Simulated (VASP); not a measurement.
Here is a VASP 6.6.1 calculation.

INCAR

```
ALGO = Fast
EDIFF = 1E-7
ENCUT = 450
GGA = PE
ISIF = 2
ISMEAR = 0
IVDW = 12
LASPH = T
LCHARG = F
LREAL = F
LWAVE = F
NELM = 60
PREC = Accurate
SIGMA = 0.02
```

The input KPOINTS:

```
k-points
0
Gamma
  6 6 6
```

POSCAR

```
Sb
1.0
    2.1542000000      1.2437279500      3.7580000000
   -2.1542000000      1.2437279500      3.7580000000
    0.0000000000     -2.4874559000      3.7580000000
Sb
2
Direct
    0.2334900000      0.2334900000      0.2334900000
    0.7665100000      0.7665100000      0.7665100000
```

Potentials or basis: VASP PAW PBE potentials, release 64 (Sb).

The run is started by

```sh
$ cat potpaw_PBE.64/Sb/POTCAR > POTCAR
$ mpirun -np 1 vasp_std > vasp.out
```

(1) Estimate the band gap on the k mesh.

(2) Estimate the dispersion energy per atom.

(3) Estimate the largest force.

(4) What does it give for the pressure?

## Answers

(1) none (metal or under the smearing width).

(2) -0.473 eV.

(3) 0.104 eV/Å.

(4) 0.3 GPa.

Caveat: pairwise dispersion overbinds metals, which lowers pressure and volume.
